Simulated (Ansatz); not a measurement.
```
CELL_PARAMETERS angstrom
0.00000 2.48160 2.48160
2.48160 0.00000 2.48160
2.48160 2.48160 0.00000
ATOMIC_POSITIONS crystal
Na 0.00000 0.00000 0.00000
Cl 0.50000 0.50000 0.50000
```

- orbitals: PBE
- datasets: hand-made PAW set at its accurate level
- k mesh: 4×4×4
- empty bands: 197
- response cutoff: 200 eV
- wave cutoff: 900 eV
- frequencies: contour deformation
- q → 0 term: analytic weight of Carrier, Rohra and Görling
- band sums: cut at the band count

Program: Ansatz. The Kohn-Sham gap (direct at Γ) is 7.08 eV and the electronic dielectric constant on this mesh 2.8.

**Question.** By how much does G0W0 change the gap?

**Answer.** By +2.80 eV, to 9.88 eV. The valence edge moves by -1.96 eV (Z = 0.82) and the conduction edge by +0.84 eV (Z = 0.86).

The cell is a model at fixed atoms and needn't be the relaxed known crystal. The mesh is coarse, so these are values at the stated settings, not converged ones. Band sums or response are cut, so the gap isn't at its basis limit. The gap is read on the mesh, and the crystal's band edges can lie off it.
